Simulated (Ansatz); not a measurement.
# Cu in Ansatz: the effect of functional

The system is Cu.

```
Cu
1.0
     1.20200   -3.92264    0.00000
     1.20200    3.92264    0.00000
     0.00000    0.00000    2.44204
Cu
2
Direct
  0.86613 0.13387 0.75000
  0.13387 0.86613 0.25000
```

This isn't the form of Cu at room conditions, which is fcc.

The cell isn't the ideal one: volume scaled by 0.96.

Alike in all runs:

| Property | Result |
| --- | --- |
| Program | Ansatz 0.2.0 |
| Task | single point |
| Potentials or basis | Ansatz PAW |
| k mesh | 11 × 11 × 11 |
| Occupations | fermi-dirac, width 0.05 eV |
| Spin | no spin polarisation |

```csv
functional,cutoff,pressure (GPa),largest force (eV/Å)
LDA,420 eV (not typed: the program's choice for these potentials),-1.5,0.01
PBEsol,420 eV (not typed: the program's choice for these potentials),?,?
r2SCAN,500 eV (not typed: the program's choice for these potentials),6.9,0.07
```

Task: What does the run with functional PBEsol give?

Result: Pressure 5.0 GPa; largest force 0.05 eV/Å.

Caveats: the PAW data sets come from PBE, with cores solved anew for the run's functional, which leaves a small shift of forces and pressure.
